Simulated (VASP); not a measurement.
The system is As.

```
As
1.0
     3.94840    0.00000    0.00000
    -1.97420    3.41941    0.00000
     0.00000    0.00000    4.47959
As
3
Direct
  0.22540 0.00000 0.33333
  0.00000 0.22540 0.66667
  0.77460 0.77460 0.00000
```

The cell was built by a generator and needn't be a form met in nature.

* Program: VASP 6.6.1
* Task: relaxation of cell and atoms
* Functional: r2SCAN
* Potentials or basis: VASP PAW PBE potentials, release 64 (As)
* Cutoff: 600 eV
* k mesh: 6 × 6 × 4
* Occupations: gaussian, width 0.1 eV
* Spin: no spin polarisation

At the start: pressure 25.8 GPa; volume 20.16 Å³/atom.

Q: How do energy, volume and symmetry change on relaxing?

A: Over 23 steps the energy falls by 833.6 meV/atom and the volume is 19.84 Å³/atom (-1.6 %); space group Pm-3m (No. 221, to 0.05 Å).

Step by step:
```csv
step,energy change (eV),largest force (eV/Å),pressure (GPa),volume (Å³)
1,0.0000,4.8648,25.76,60.48
2,-0.3097,0.2779,-13.13,93.20
3,-1.5266,0.5385,-4.57,73.96
4,-1.5362,0.6492,-3.66,73.09
5,-1.5382,0.7523,-2.86,72.38
6,-1.7019,1.0183,-2.48,69.04
7,-2.1525,1.3373,2.74,59.55
8,-0.1269,0.5726,55.74,42.94
9,-2.0640,1.5570,6.24,57.63
10,-2.0685,1.4485,10.95,54.41
11,-2.0988,1.3089,11.18,54.07
12,-2.1462,0.8897,12.46,53.08
13,-2.2086,0.8155,10.55,53.79
14,-2.3457,0.6187,5.53,55.95
15,-2.4375,0.3297,-1.51,60.45
16,-2.4377,0.3421,-1.21,60.22
17,-2.4492,0.3162,-1.14,60.14
18,-2.4774,0.2298,-0.75,59.88
19,-2.4987,0.0383,0.37,59.32
20,-2.4988,0.0302,0.44,59.29
21,-2.4990,0.0167,0.55,59.21
22,-2.4992,0.0137,0.77,59.06
23,-2.5007,0.0230,0.05,59.53
```

Final structure:
```
As
1.0
     3.83489    0.00000    0.00000
    -1.91745    3.32112    0.00000
     0.00000    0.00000    4.67450
As
3
Direct
  0.33423 0.00000 0.33333
  0.00000 0.33423 0.66667
  0.66577 0.66577 0.00000
```

Caveat: the PAW data sets were made with another functional, which shifts forces and pressure a little.
